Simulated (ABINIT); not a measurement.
# HfB2 (P6/mmm) in ABINIT: single point with PBE

Aim: the single point of HfB2 with PBE.

All numbers are computed with ABINIT 10.8.3 (patched build); they aren't measurements. Logs are shortened: lines on timing, memory, paths and dates and some standing lists are left out, and cuts for length are marked. The log counts tension as positive stress, the text compression.

## 1. The structure

Symmetry: P6/mmm, No. 191, hexagonal system. Conventional cell: a = 3.140 Å, b = 3.140 Å, c = 3.480 Å, α = 90.00°, β = 90.00°, γ = 120.00°. Hf (site symmetry 6/mmm) is surrounded by 12 B at 2.51 Å. B (site symmetry -6m2) is surrounded by 3 B at 1.81 Å.

## 2. Single point, PBE

run.abi

```
# Pseudopotentials
pp_dirpath "./"
pseudos "Hf.upf, B.upf"

# Structure
acell 3*1.0 Angstrom
rprim
     3.1400000000     0.0000000000     0.0000000000
    -1.5700000000     2.7193197679     0.0000000000
     0.0000000000     0.0000000000     3.4800000000
ntypat 2
znucl 72 5
natom 3
typat 1 2 2
xcart
     0.0000000000     0.0000000000     0.0000000000
     2.9668700160     1.7129232020     3.2881234568
    -0.0000000003     3.4258464046     3.2881234568

# Plane-wave basis
ecut 28.0

# k points
kptopt 1
ngkpt 8 8 6
nshiftk 1
shiftk 0.0 0.0 0.0

# Exchange and correlation
ixc 11

# Bands and occupations
nband 13
occopt 3
tsmear 0.05 eV

# SCF cycle
nstep 100
tolvrs 1.0e-10

# Output
iomode 3
prtwf 0
prteig 0
prtebands 0
prtden 1
prtvha 1
prtvclmb 1
prtpot 1
prtelf 1
```

Potentials or basis: PseudoDojo NC SR PBE v0.4.1 standard.

The run is started by

```console
$ mpirun --bind-to none -np 4 abinit run.abi > log 2>&1
```

run.abo:

```text
.Version 10.8.3 of ABINIT
 Symmetries : space group P6/m m m (#191); Bravais hP (primitive hexag.)
================================================================================
 Values of the parameters that define the memory need of the present run
     intxc =       0    ionmov =       0      iscf =       7    lmnmax =       8
     lnmax =       8     mgfft =      32  mpssoang =       4    mqgrid =    3001
     natom =       3  nloc_mem =       1    nspden =       1   nspinor =       1
    nsppol =       1      nsym =      24    n1xccc =    2501    ntypat =       2
    occopt =       3   xclevel =       2
       mpw =        1436          nfft =       28800          nkpt =          40
================================================================================
================================================================================

--------------------------------------------------------------------------------
------------- Echo of variables that govern the present computation ------------
--------------------------------------------------------------------------------
 -outvars: echo values of preprocessed input variables --------
            acell      1.8897261259E+00  1.8897261259E+00  1.8897261259E+00 Bohr
              amu      1.78490000E+02  1.08110000E+01
             ecut      2.80000000E+01 Hartree
              ixc          11
         kptrlatt        8    0    0      0    8    0      0    0    6
          kptrlen      3.94574815E+01
            natom           3
            nband          13
            ngfft          30      30      32
             nkpt          40
            nstep         100
             nsym          24
           ntypat           2
           occopt           3
        prtebands           0
           prteig           0
           prtelf           1
           prtpot           1
         prtvclmb           1
           prtvha           1
            prtwf           0
            rprim      3.1400000000E+00  0.0000000000E+00  0.0000000000E+00
                      -1.5700000000E+00  2.7193197679E+00  0.0000000000E+00
                       0.0000000000E+00  0.0000000000E+00  3.4800000000E+00
          spgroup         191
           tolvrs      1.00000000E-10
           tsmear      1.83746611E-03 Hartree
            typat      1  2  2
           xangst      0.0000000000E+00  0.0000000000E+00  0.0000000000E+00
                       1.5700000000E+00  9.0643992263E-01  1.7400000000E+00
                       2.0232291478E-17  1.8128798453E+00  1.7400000000E+00
            xcart      0.0000000000E+00  0.0000000000E+00  0.0000000000E+00
                       2.9668700177E+00  1.7129232034E+00  3.2881234591E+00
                       3.8233489794E-17  3.4258464067E+00  3.2881234591E+00
             xred      0.0000000000E+00  0.0000000000E+00  0.0000000000E+00
[... 121 lines left out ...]

 ----iterations are completed or convergence reached----

 Mean square residual over all n,k,spin=   81.863E-07; max=  11.923E-04
 reduced coordinates (array xred) for    3 atoms
       0.000000000000      0.000000000000      0.000000000000
       0.666666666667      0.333333333333      0.500000000000
       0.333333333333      0.666666666667      0.500000000000
 rms dE/dt=  2.7482E-29; max dE/dt=  6.7316E-29; dE/dt below (all hartree)
    1       0.000000000000      0.000000000000      0.000000000000
    2       0.000000000000      0.000000000000      0.000000000000
    3       0.000000000000     -0.000000000000      0.000000000000

 cartesian coordinates (angstrom) at end:
    1      0.00000000000000     0.00000000000000     0.00000000000000
    2      1.57000000000000     0.90643992263333     1.74000000000000
    3      0.00000000000000     1.81287984526667     1.74000000000000

 cartesian forces (hartree/bohr) at end:
    1      0.00000000000000     0.00000000000000    -0.00000000000000
    2      0.00000000000000    -0.00000000000000    -0.00000000000000
    3     -0.00000000000000     0.00000000000000    -0.00000000000000
 frms,max,avg= 3.5652756E-30 7.5630918E-30   0.000E+00  0.000E+00  0.000E+00 h/b

 cartesian forces (eV/Angstrom) at end:
    1      0.00000000000000     0.00000000000000    -0.00000000000000
    2      0.00000000000000    -0.00000000000000    -0.00000000000000
    3     -0.00000000000000     0.00000000000000    -0.00000000000000
 frms,max,avg= 1.8333385E-28 3.8890982E-28   0.000E+00  0.000E+00  0.000E+00 e/A
 length scales=  1.889726125908  1.889726125908  1.889726125908 bohr
              =  1.000000000000  1.000000000000  1.000000000000 angstroms
 Fermi (or HOMO) energy (hartree) =   0.47011   Average Vxc (hartree)=  -0.47596
 Eigenvalues (hartree) for nkpt=  40  k points:
 kpt#   1, nband= 13, wtk=  0.00260, kpt=  0.0000  0.0000  0.0000 (reduced coord)
  -1.80469   -0.66047   -0.64248   -0.64248   -0.04161    0.35388    0.35706    0.35706
   0.36180    0.61243    0.61252    0.63521    0.64213
      occupation numbers for kpt#   1
   2.00000    2.00000    2.00000    2.00000    2.00000    2.00000    2.00000    2.00000
   2.00000    0.00000    0.00000    0.00000    0.00000
 prteigrs : prtvol=0 or 1, do not print more k-points.

--- !EnergyTerms
iteration_state     : {dtset: 1, }
comment             : Components of total free energy in Hartree
kinetic             :  1.87417386748180E+01
hartree             :  6.49226193287670E+00
xc                  : -1.68367683478540E+01
Ewald energy        : -4.88499196613021E+01
psp_core            :  2.57815535183193E+00
local_psp           : -2.73063810201634E+01
non_local_psp       :  2.77628413379836E+00
internal            : -6.24046289359945E+01
'-kT*entropy'       : -8.10159546726115E-05
total_energy        : -6.24047099519492E+01
total_energy_eV     : -1.69811866607090E+03
band_energy         : -4.99913506080268E+00
...

 Cartesian components of stress tensor (hartree/bohr^3)
  sigma(1 1)= -2.54116149E-05  sigma(3 2)=  0.00000000E+00
  sigma(2 2)= -2.54116151E-05  sigma(3 1)=  0.00000000E+00
  sigma(3 3)= -3.31570856E-05  sigma(2 1)=  0.00000000E+00

-Cartesian components of stress tensor (GPa)         [Pressure=  8.2360E-01 GPa]
- sigma(1 1)= -7.47635523E-01  sigma(3 2)=  0.00000000E+00
- sigma(2 2)= -7.47635527E-01  sigma(3 1)=  0.00000000E+00
- sigma(3 3)= -9.75515137E-01  sigma(2 1)=  0.00000000E+00

== END DATASET(S) ==============================================================
================================================================================

 -outvars: echo values of variables after computation  --------
            acell      1.8897261259E+00  1.8897261259E+00  1.8897261259E+00 Bohr
           etotal     -6.2404709952E+01
            fcart      3.7815458816E-30  2.1832765327E-30 -0.0000000000E+00
                       3.7815458816E-30 -4.3665530653E-30 -0.0000000000E+00
                      -7.5630917631E-30  2.1832765327E-30 -0.0000000000E+00
            rprim      3.1400000000E+00  0.0000000000E+00  0.0000000000E+00
                      -1.5700000000E+00  2.7193197679E+00  0.0000000000E+00
                       0.0000000000E+00  0.0000000000E+00  3.4800000000E+00
           strten     -2.5411614906E-05 -2.5411615065E-05 -3.3157085558E-05
                       0.0000000000E+00  0.0000000000E+00  0.0000000000E+00
           xangst      0.0000000000E+00  0.0000000000E+00  0.0000000000E+00
                       1.5700000000E+00  9.0643992263E-01  1.7400000000E+00
                       2.0232291478E-17  1.8128798453E+00  1.7400000000E+00
             xred      0.0000000000E+00  0.0000000000E+00  0.0000000000E+00
                       6.6666666667E-01  3.3333333333E-01  5.0000000000E-01
                       3.3333333333E-01  6.6666666667E-01  5.0000000000E-01
 Calculation completed.
```

It took 5.5 s on 4 MPI ranks of Intel Xeon 6975P-C (Granite Rapids), shared host; peak memory 0.24 GiB.

Results:

- Free energy: -1698.1187 eV
- Pressure: 0.8 GPa
- Band gap on the k mesh: none (metal or under the smearing width)
- Valence electrons inside the program's atomic spheres: Hf 8.52; B 2.73

Stress tensor (GPa, compression positive):
```
0.75 0.00 0.00
0.00 0.75 0.00
0.00 0.00 0.98
```

Spin-orbit coupling is left out, which matters for the levels of Hf.
